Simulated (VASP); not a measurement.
Write the native input for VASP 6.6.1 that does the following.

```yaml
Task: relaxation of cell and atoms
Functional: PBE
Potentials_or_basis: VASP PAW PBE potentials, release 64 (Zn, S)
Cutoff: 600 eV
k_mesh: 8 × 8 × 2
Occupations: fermi-dirac, width 0.05 eV
Spin: no spin polarisation
Further_INCAR_settings: ALGO = Normal; EDIFF = 1e-06; IBRION = 2; EDIFFG = -0.01; NSW = 60; ISIF = 3
```

The structure of ZnS (Wurtzite-6H) lies in POSCAR:

```
ZnS
1.0
    3.8120000000      0.0000000000      0.0000000000
   -1.9060000000      3.3012888392      0.0000000000
    0.0000000000      0.0000000000     18.6899900000
Zn S
6 6
Direct
    0.3333333333      0.6666666667      0.8333300000
    0.6666666667      0.3333333333      0.3333300000
    0.6666666667      0.3333333333      0.6666700000
    0.3333333333      0.6666666667      0.1666700000
    0.0000000000      0.0000000000      0.5000000000
    0.0000000000      0.0000000000      0.0000000000
    0.3333333333      0.6666666667      0.9583300000
    0.6666666667      0.3333333333      0.4583300000
    0.6666666667      0.3333333333      0.7916700000
    0.3333333333      0.6666666667      0.2916700000
    0.0000000000      0.0000000000      0.6250000000
    0.0000000000      0.0000000000      0.1250000000
```

These files were run (other wordings do the same):

INCAR

```
PREC = Accurate
ENCUT = 600
EDIFF = 1E-6
ISMEAR = -1
SIGMA = 0.05
LREAL = F
LASPH = T
NELM = 80
ALGO = Normal
ISIF = 3
LWAVE = F
LCHARG = F
GGA = PE
IBRION = 2
NSW = 60
EDIFFG = -0.01
```

KPOINTS

```
regular mesh
0
Gamma
  8 8 2
```

Potentials or basis: VASP PAW PBE potentials, release 64 (Zn, S).

The run is started by

```console
$ cat potpaw_PBE.64/Zn/POTCAR potpaw_PBE.64/S/POTCAR > POTCAR
$ mpirun -np 1 vasp_std > vasp.out
```

It gave:

```json
{
  "Relaxed volume": "20.21 Å³/atom",
  "Relaxed cell": "a = 3.850 Å, b = 3.850 Å, c = 18.888 Å, α = 90.00°, β = 90.00°, γ = 120.00°",
  "Space group after relaxing (to 0.05 Å)": "P6_3mc (No. 186)",
  "Energy gained by relaxing": "4.2 meV/atom",
  "Ionic steps": "6",
  "Pressure after relaxing": "0.0 GPa",
  "Largest force after relaxing": "0.007 eV/Å",
  "Band gap on the k mesh": "2.03 eV, direct"
}
```

Wall time 24 min on 1 thread of Intel(R) Xeon(R) Platinum 8559C (Emerald Rapids), on a shared host, peak memory 0.52 GiB.
